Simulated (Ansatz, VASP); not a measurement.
# LiH in VASP and in Ansatz

```
Li H
1.0
     0.00000    2.14512    2.14512
     2.14512    0.00000    2.14512
     2.14512    2.14512    0.00000
Li H
1 1
Direct
  0.00000 0.00000 0.00000
  0.25000 0.25000 0.25000
```

Alike in both runs: task single point; functional LDA; k mesh 10 × 10 × 10; no spin polarisation.

```csv
,VASP,Ansatz
version,VASP 6.6.1,Ansatz 0.2.0
potentials or method,"VASP PAW LDA potentials, release 64 (Li_sv, H)","plane waves, PAW"
plane-wave cutoff (eV),520,420
occupations,"gaussian, width 0.01 eV",fixed
valence electrons in the cell,4,4
```

```csv
,VASP,Ansatz,Ansatz less VASP
gap on the k mesh at the Fermi level (eV),3.98,3.98,-0.004
```

 A k mesh can miss the band edges. A hybrid or GW would open this gap; LDA tends to underestimate it.
